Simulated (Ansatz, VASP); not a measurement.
**CsSnI3 in VASP and in Ansatz**

```
Cs Sn I
1.0
     6.20570    0.00000    0.00000
     0.00000    6.20570    0.00000
     0.00000    0.00000    6.20570
Cs Sn I
1 1 3
Direct
  0.00000 0.00000 0.00000
  0.50000 0.50000 0.50000
  0.00000 0.50000 0.50000
  0.50000 0.00000 0.50000
  0.50000 0.50000 0.00000
```

Alike in both runs: task single point; functional LDA; k mesh 4 × 4 × 4; occupations gaussian, width 0.05 eV; no spin polarisation.

```csv
,VASP,Ansatz
version,VASP 6.6.1,Ansatz 0.2.0
potentials or method,"VASP PAW LDA potentials, release 64 (Cs_sv, Sn_d, I)","scalar-relativistic, plane waves, PAW"
plane-wave cutoff (eV),520,420
valence electrons in the cell,44,74
```

```tsv
	VASP	Ansatz	Ansatz less VASP
gap on the k mesh at the Fermi level (eV)	0.26	0.29	+0.026
pressure (GPa)	-1.3	-1.3	-0.01
```

The two sets of potentials don't hold the same shells in valence.

Caveats: spin-orbit coupling is left out, which moves the levels of the heavy elements.
